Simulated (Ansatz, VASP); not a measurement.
Given: the input of a run of VASP 6.6.1 on Ga.

File INCAR:

```
SYSTEM = Ga
PREC     = Accurate       ! precision mode
ENCUT    = 520            ! plane-wave cutoff, eV
EDIFF    = 1E-7           ! SCF threshold, eV
ISMEAR   = -1             ! smearing method
SIGMA    = 0.05           ! smearing width, eV
LREAL    = .False.        ! projectors in reciprocal space
LASPH    = .True.         ! aspherical terms in the spheres
NELM     = 100            ! most SCF steps
ALGO     = Normal         ! electronic algorithm
ISIF     = 2              ! what is computed and relaxed
LWAVE    = .False.        ! write WAVECAR
LCHARG   = .False.        ! write CHGCAR
GGA      = PE             ! functional
NBANDS   = 20             ! bands
```

Contents of KPOINTS:

```
regular mesh
0
Gamma
  10 8 7
  0 0 0
```

File POSCAR:

```
Ga
1.0
    2.8329147839      0.0000000000      0.0000000000
    0.0000000000      3.3459704005      0.0000000000
   -1.3697795742      0.0000000000      4.0685336955
Ga
2
Direct
    0.1345962700      0.7500000000      0.7701668300
    0.8654037300      0.2500000000      0.2298331700
```

Potentials or basis: VASP PAW PBE potentials, release 64 (Ga_d).

The run is started by

```sh
$ cat potpaw_PBE.64/Ga_d/POTCAR > POTCAR
$ mpirun -np 1 vasp_std > vasp.out
```

**Question.** Translate it to Ansatz 0.2.0. Potentials there: Ansatz PAW.

**Answer.** As run (the cutoff follows the program's own potentials):

File input.yaml:

```yaml
crystal:
  lattice:
    - [2.8329147839, 0.0, 0.0]
    - [0.0, 3.3459704005, 0.0]
    - [-1.3697795742, 0.0, 4.0685336955]
  atoms:
    - { symbol: Ga, position: [0.13459627, 0.75, 0.77016683] }
    - { symbol: Ga, position: [0.86540373, 0.25, 0.22983317] }
hamiltonian:
  xc: pbe
  pseudopotentials: { kind: paw }
kpoints:
  mp_grid: { grid: [10, 8, 7] }
scf:
  occupations: { method: fermi_dirac, width: 0.05 }
output:
  forces: true
  stress: true
  eigenvalues: true
```

Potentials or basis: Ansatz PAW.

Launch:

```console
$ ansatz run input.yaml --threads 2 --pin off --max-ram 5120MiB --backend cpu --events-out ev --progress --plain --runs-dir out
```

Both were run:

|  | VASP | Ansatz | Ansatz less VASP |
| --- | --- | --- | --- |
| gap on the k mesh at the Fermi level (eV) | none | none | - |
| pressure (GPa) | -0.1 | -0.2 | -0.10 |
| largest component of the traceless stress (GPa) | 1.26 | 1.24 | -0.018 |
| rms of the force components (eV/Å) | 0.036 | 0.036 | -0.0004 |

Atom by atom the forces differ by 0.000 eV/Å (rms over components). A gap of «none» marks a metal or a gap that the smearing closes.
